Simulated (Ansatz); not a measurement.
Se:

```
Se
1.0
     4.36620    0.00000    0.00000
    -2.18310    3.78124    0.00000
     0.00000    0.00000    4.95360
Se
3
Direct
  0.77460 0.77460 0.00000
  0.00000 0.22540 0.66667
  0.22540 0.00000 0.33333
```

```yaml
Program: Ansatz 0.2.0
Task: relaxation of cell and atoms
Functional: PBE
Dispersion: D3(BJ)
Potentials_or_basis: Ansatz PAW
Cutoff: "420 eV (not typed: the program's choice for these potentials)"
k_mesh: 7 × 7 × 6
Occupations: fermi-dirac, width 0.05 eV
Spin: no spin polarisation
```

At the start: volume 27.26 Å³/atom.

Question: How do energy, volume and symmetry change on relaxing?

Answer: It ends after 6 steps and the volume is 24.46 Å³/atom (-10.3 %); space group P3_121 (No. 152, to 0.05 Å).

The path:
```tsv
step	energy change (eV)	largest force (eV/Å)	volume (Å³)
1	0.0000	0.4158	81.78
2	-0.0461	0.1708	77.19
3	-0.0727	0.0230	73.47
4	-0.0732	0.0340	73.99
5	-0.0737	0.0060	73.37
6	-0.0732	0.0059	73.37
```

Final structure:
```
Se
1.0
     4.06293    0.00000    0.00000
    -2.03146    3.51860    0.00000
     0.00000    0.00000    5.13203
Se
3
Cartesian
  1.5284 2.6472 0.0000
  -0.5031 0.8714 3.4214
  1.0062 0.0000 1.7107
```

Caveat: the plane-wave basis is chosen anew once the cell has moved, so the energies of steps on either side of that aren't comparable.
